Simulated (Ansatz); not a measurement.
## Structure search for Cu₂Ni₃

Theory: DFT PBE, scalar-relativistic, plane waves, PAW in Ansatz 0.2.0. Settings: cutoff 420 eV, Γ-centred meshes spaced at most about 0.3 Å⁻¹, and about 0.25 Å⁻¹ or finer for metals (2π included), Gaussian smearing. Spin is collinear.

The zero of energy is the elements' standard structures at the same level; no fitted shifts are applied.

All energies are static (0 K, no zero-point motion). Larger cells and other orderings weren't all tried, so the list isn't exhaustive. For metals, differences of a few meV/atom aren't resolved. The magnetic state reached may not be the lowest.

Invented guesses were relaxed alike, and ends that match in structure, energy and magnetic state were merged. ΔE counts from the first row. Coordination counts all near atoms (those within 1.25 times the shortest distance at each site). The ends were matched against large subsets of the Crystallography Open Database and the Materials Project, so a missing match doesn't prove that a structure is unreported.

| # | reached from | type and space group | atoms | Å³/atom | coordination | ΔE (meV/atom) | gap on mesh (eV) | moments | in databases |
| --- | --- | --- | --- | --- | --- | --- | --- | --- | --- |
| 1 | Cu and Ni ordered on fcc sites | R-3m (No. 166) | 5 | 11.3 | Cu 12, Ni 12 | 0 | 0.00 | parallel, 0.6 μB | no match |
| 2 | Cu and Ni ordered on fcc sites, changed on relaxing | I4/mmm (No. 139) | 5 | 11.3 | Cu 12, Ni 12 | 1 | 0.00 | parallel, 0.6 μB | no match |
| 3 | Cu and Ni ordered on fcc sites | R-3m (No. 166) | 5 | 11.2 | Cu 12, Ni 12 | 8 | 0.00 | parallel, 0.4 μB | no match |
| 4 | Cu and Ni ordered on hcp sites | P-3m1 (No. 164) | 10 | 11.3 | Cu 12, Ni 12 | 24 | 0.00 | parallel, 0.5 μB | no match |

The first two are tied within the noise. The first: Space group R-3m (No. 166), trigonal, a = 2.513 Å, c = 30.915 Å. Cu is surrounded by 9 Cu at 2.51–2.57 Å and 3 Ni at 2.54 Å; Ni on a site of symmetry 3m is surrounded by 9 Ni at 2.48–2.51 Å and 3 Cu at 2.54 Å; around Ni on a site of symmetry -3m lie 12 Ni at 2.48–2.51 Å. Its energy over the elements is +0.01 eV/atom. The formation energy is too near zero to say whether this cell lies below the elements. An observed structure of this formula, if there is one, may be missing.

```cif
data_structure
_symmetry_space_group_name_H-M 'R-3m:H'
_symmetry_Int_Tables_number 166
_cell_length_a 2.5125
_cell_length_b 2.5125
_cell_length_c 30.9153
_cell_angle_alpha 90.000
_cell_angle_beta 90.000
_cell_angle_gamma 120.000
_cell_volume 169.02
loop_
_atom_site_label
_atom_site_type_symbol
_atom_site_symmetry_multiplicity
_atom_site_Wyckoff_symbol
_atom_site_fract_x
_atom_site_fract_y
_atom_site_fract_z
_atom_site_occupancy
Cu1 Cu 6 c 0.33333 0.66667 0.86767 1
Ni1 Ni 6 c 0.66667 0.33333 0.73174 1
Ni2 Ni 3 a 0.00000 0.00000 0.00000 1
```

The second: Space group I4/mmm (No. 139), tetragonal, a = 2.516 Å, c = 17.811 Å. Around Cu lie 8 Cu at 2.52–2.57 Å and 4 Ni at 2.54 Å; Ni on a site of symmetry 4/mmm is surrounded by 12 Ni at 2.47–2.52 Å; around Ni on a site of symmetry 4mm lie 8 Ni at 2.47–2.52 Å and 4 Cu at 2.54 Å. Counting all near atoms, the first and the second both have Cu 12, Ni 12. Cells relaxed within their symmetry can be saddle points. Some structure types and database cells were kept out of the candidates from the start, so a known form may be missing.
